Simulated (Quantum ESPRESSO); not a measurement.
Something may be wrong with this Quantum ESPRESSO 7.5 calculation of Au.

File pw.in:

```
&CONTROL
  calculation = 'scf'
  prefix = 'pwscf'
  outdir = './tmp'
  pseudo_dir = './pseudo'
  tprnfor = .true.
  tstress = .true.
  disk_io = 'nowf'
/
&SYSTEM
  ibrav = 0
  nat = 1
  ntyp = 1
  ecutwfc = 45
  ecutrho = 360
  nbnd = 11
  occupations = 'smearing'
  smearing = 'fd'
  degauss = 0.00367493
/
&ELECTRONS
  conv_thr = 2d-10
  electron_maxstep = 60
  mixing_beta = 0.5
/
ATOMIC_SPECIES
Au   196.9666 au_pbesol_v1.uspp.F.UPF
CELL_PARAMETERS angstrom
   0.0000000000    1.9536000000    2.0350000000
   1.9536000000    0.0000000000    2.0350000000
   1.9536000000    1.9536000000    0.0000000000
ATOMIC_POSITIONS crystal
Au     0.0000000000    0.0000000000    0.0000000000
K_POINTS automatic
11 11 11
```

Potentials or basis: GBRV 1.5 PBEsol.

The run is started by

```bash
$ OMP_NUM_THREADS=1 mpirun -n 2 pw.x -nk 2 -in pw.in > pw.out
```

pw.out:

```text
This program is part of the open-source Quantum ESPRESSO suite
     for quantum simulation of materials; please cite
         "P. Giannozzi et al., J. Phys.:Condens. Matter 21 395502 (2009);
         "P. Giannozzi et al., J. Phys.:Condens. Matter 29 465901 (2017);
         "P. Giannozzi et al., J. Chem. Phys. 152 154105 (2020);
     in publications or presentations arising from this work. More details at

 %%%%%%%%%%%%%%%%%%%%%%%%%%%%%%%%%%%%%%%%%%%%%%%%%%%%%%%%%%%%%%%%%%%%%%%%%%%%%%
     Error in routine card_kpoints (1):
      end of file while reading automatic k points
 %%%%%%%%%%%%%%%%%%%%%%%%%%%%%%%%%%%%%%%%%%%%%%%%%%%%%%%%%%%%%%%%%%%%%%%%%%%%%%

     stopping ...

"abort". This may have caused other processes in the application to be
```

Q: What happened, and what is wrong with the input?

A: The input was rejected before any iteration. The input holds a flaw that was put in on purpose: k-point card without the shift.
